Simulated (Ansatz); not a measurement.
**SrTe: how the settings move a single-point run**

How sensitive is a single-point run of SrTe to its settings? A reference run comes first, then four runs with altered input.

Program: Ansatz 0.2.0. Level of theory: reference: DFT, PBE, plane waves, PAW. These are calculated values, not measurements.

1 further run of the same task is left out (for a known fault of the program).

## (1) The structure to begin with

It takes space group Fm-3m (No. 225, cubic). Conventional cell: a = 6.706 Å, b = 6.706 Å, c = 6.706 Å, α = 90.00°, β = 90.00°, γ = 90.00°. Sr (site symmetry m-3m) has 6 Te at 3.35 Å as nearest neighbours. Around Te (site symmetry m-3m) lie 6 Sr at 3.35 Å.

Coordinates:

```
CELL_PARAMETERS angstrom
0.00000 3.35276 3.35276
3.35276 0.00000 3.35276
3.35276 3.35276 0.00000
ATOMIC_POSITIONS crystal
Sr 0.00000 0.00000 0.00000
Te 0.50000 0.50000 0.50000
```

## (2) Reference

File input.yaml:

```yaml
crystal:
  lattice:
    - [0.0, 3.352758202, 3.352758202]
    - [3.352758202, 0.0, 3.352758202]
    - [3.352758202, 3.352758202, 0.0]
  atoms:
    - { symbol: Sr, position: [0.0, 0.0, 0.0] }
    - { symbol: Te, position: [0.5, 0.5, 0.5] }
kpoints:
  mp_grid: { grid: [4, 4, 4] }
hamiltonian:
  xc: pbe
scf:
  occupations: { method: fixed }
  n_extra_bands: 4
output:
  forces: true
  stress: true
  eigenvalues: true
```

The run is started by

```sh
$ ansatz run input.yaml --threads 4 --pin off --max-ram 3686MiB --backend cpu --events-out ev --progress --plain --runs-dir out
```

## (3) Changed: exchange pbe, correlation pbe, coeff 0.4

Edit input.yaml of step 2 so:

```diff
@@ -11,3 +11,3 @@
 hamiltonian:
-  xc: pbe
+  xc: { exchange: pbe, correlation: pbe, exx: { coeff: 0.4 } }
 scf:
```

## (4) Changed: exchange pbe, correlation pbe, coeff 0.2, omega 0.3

Edit input.yaml of step 2 so:

```diff
@@ -11,3 +11,3 @@
 hamiltonian:
-  xc: pbe
+  xc: { exchange: pbe, correlation: pbe, exx: { coeff: 0.2, omega: 0.3 } }
 scf:
```

## (5) Variant: exchange pbe, correlation pbe, coeff 0.05

Edit input.yaml of step 2 so:

```diff
@@ -11,3 +11,3 @@
 hamiltonian:
-  xc: pbe
+  xc: { exchange: pbe, correlation: pbe, exx: { coeff: 0.05 } }
 scf:
```

## (6) Changing settings: exchange pbe, correlation pbe, coeff 0.2, omega 0.1

Edit input.yaml of step 2 so:

```diff
@@ -11,3 +11,3 @@
 hamiltonian:
-  xc: pbe
+  xc: { exchange: pbe, correlation: pbe, exx: { coeff: 0.2, omega: 0.1 } }
 scf:
```

What does the calculation give? Wanted: for each run, ending; energy change; pressure; gap; force.

The runs gave:

```tsv
run	ending	energy change	pressure (GPa)	gap (eV)	force (eV/Å)	cycles	time
reference	converged	-	0.3	1.76	0.00	6	0.33 s
1: exchange pbe, correlation pbe, coeff 0.4	converged	not comparable	-0.3	4.01	0.00	15	5.9 s
2: exchange pbe, correlation pbe, coeff 0.2, omega 0.3	converged	not comparable	0.0	2.20	0.00	11	5.4 s
3: exchange pbe, correlation pbe, coeff 0.05	converged	not comparable	0.2	2.03	0.00	9	5 s
4: exchange pbe, correlation pbe, coeff 0.2, omega 0.1	converged	not comparable	-0.1	2.57	0.00	11	5.3 s
```

Residual by cycle in the longest SCF loop of each run; runs are numbered as in the table. The quantity is the density residual dr2, in eV.

```tsv
cycle	reference	run 1	run 2	run 3	run 4
1	6.5e-5	0.0105	0.00403	4.5e-4	0.00469
2	2.6e-5	0.00375	3.6e-4	3.6e-5	5.6e-4
3	3.4e-5	0.00103	1.3e-4	9.6e-6	2.1e-4
4	1.7e-6	2.2e-4	1.8e-5	1.7e-6	2.3e-5
5	3.9e-9	5.9e-5	1.3e-6	3.8e-8	4.2e-6
6	8.6e-11	1.0e-5	-	-	2.5e-6
```

What this shows: The gap of the reference lacks spin-orbit coupling, though the cell holds Te.
